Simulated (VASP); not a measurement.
The system is KF.

```
CELL_PARAMETERS angstrom
3.25895 0.00000 0.00000
0.00000 3.25895 0.00000
0.00000 0.00000 3.25895
ATOMIC_POSITIONS crystal
K 0.00000 0.00000 0.00000
F 0.50000 0.50000 0.50000
```

The cell comes from a database or a generator and needn't be the stable form of this composition.

Program: VASP 6.6.1. Alike in all runs: cell as given.

Q: Order these runs on this cell by their band gap on the k mesh, lowest first.
A. level r2SCAN-EpsX; potentials or basis VASP PAW PBE potentials, release 64 (K_sv, F_s); spin off; k mesh 4 × 4 × 4; cutoff (eV) 400; smearing fermi-dirac 0.1 eV; grid for exact exchange (PRECFOCK) Fast; exchange at q = 0 default; share of exact exchange 0.4711; mesh quality coarse
B. level B3LYP+D3; potentials or basis VASP PAW PBE potentials, release 54 (K_sv, F); spin non-collinear, ferromagnetic start; k mesh 4 × 4 × 4; cutoff (eV) 520; smearing fermi-dirac 0.05 eV; grid for exact exchange (PRECFOCK) Fast; exchange at q = 0 truncated; mesh quality coarse
C. level PBE; potentials or basis VASP PAW PBE potentials, release 64 (K_sv_GW, F_GW); spin off; k mesh 8 × 8 × 8; cutoff (eV) 550; smearing gaussian 0.1 eV; mesh quality not flagged

A: C (6.27 eV), B (8.58 eV), A (11.88 eV).

Caveats: some runs use coarse meshes.

A k mesh can miss the band edges.
